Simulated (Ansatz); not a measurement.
Crystal: Nb.

```
Nb
1.0
    -1.66395    1.66395    1.66395
     1.66395   -1.66395    1.66395
     1.66395    1.66395   -1.66395
Nb
1
Direct
  0.00000 0.00000 0.00000
```

* Program: Ansatz 0.2.0
* Task: relaxation of cell and atoms
* Functional: BLYP
* Dispersion: D3(BJ)
* Potentials or basis: all-electron LAPW, scalar-relativistic
* Basis error allowed: 0.001 eV/atom
* k mesh: 11 × 11 × 11
* Occupations: fermi-dirac, width 0.05 eV
* Spin: no spin polarisation

At the start: volume 18.43 Å³/atom.

Q: Where does the relaxation end?

A: Over 5 steps the energy falls by 50.4 meV/atom and the volume is 17.12 Å³/atom (-7.1 %); space group Im-3m (No. 229, to 0.05 Å).

Step by step:
```
step  energy change (eV)  largest force (eV/Å)  volume (Å³)
   1              0.0000                0.0000        18.43
   2             -0.0500                0.0000        17.22
   3             -0.0504                0.0000        17.11
   4             -0.0504                0.0000        17.12
   5             -0.0504                0.0000        17.12
```

Final structure:
```xyz
1
Lattice="-1.6235 1.6235 1.6235 1.6235 -1.6235 1.6235 1.6235 1.6235 -1.6235" Properties=species:S:1:pos:R:3 pbc="T T T"
Nb    0.0000    0.0000    0.0000
```
